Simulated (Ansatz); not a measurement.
Here is an Ansatz 0.2.0 calculation.

The input input.yaml:

```yaml
crystal:
  lattice:
    - [0.0, 3.231, 3.231]
    - [3.231, 0.0, 3.231]
    - [3.231, 3.231, 0.0]
  atoms:
    - { symbol: Pb, position: [0.0, 0.0, 0.0] }
    - { symbol: Te, position: [0.5, 0.5, 0.5] }
hamiltonian:
  xc: lda
  pseudopotentials: { kind: paw }
kpoints:
  mp_grid: { grid: [7, 7, 7] }
  band_path:
    path:
      - [[0.0, 0.0, 0.0], [0.5, 0.0, 0.5], [0.5, 0.25, 0.75], [0.375, 0.375, 0.75], [0.0, 0.0, 0.0], [0.5, 0.5, 0.5], [0.625, 0.25, 0.625], [0.5, 0.25, 0.75], [0.5, 0.5, 0.5], [0.375, 0.375, 0.75]]
      - [[0.625, 0.25, 0.625], [0.5, 0.0, 0.5]]
    npoints: 14
scf:
  occupations: { method: fermi_dirac, width: 0.05 }
  n_extra_bands: 6
output:
  forces: true
  stress: true
  eigenvalues: true
  fatbands: true
  write_density: true
  write_potential: true
  elf: true
  volumetric_format: npy
```

Potentials or basis: Ansatz PAW.

Launch:

```console
$ ansatz run input.yaml --threads 2 --pin off --max-ram 5120MiB --backend cpu --events-out ev --progress --plain --runs-dir out
```

(1) Predict the band gap along the path.

(2) Estimate the pressure.

## Answers

(1) 0.65 eV, direct.

(2) -1.7 GPa.

Caveat: this odd mesh misses L, where the gap lies, so gap, dielectric constants and Born charges aren't listed; spin-orbit coupling is left out, which moves the levels of the heavy elements; the PAW data sets come from PBE, with cores solved anew for the run's functional, which leaves a small shift of forces and pressure.

**The experiment to reproduce.**

From a printed reference work, monograph, for a bulk crystal of TePb at 4.2 K: band gap 0.19 eV (direct).

Measured gap of TePb: 0.19 eV (direct; 4.2 K; a printed reference work, monograph). This calculation gives 0.65 eV (+0.46 eV). Spin-orbit coupling on Pb, Te is left out. The value is that of LDA, without temperature or zero-point motion.
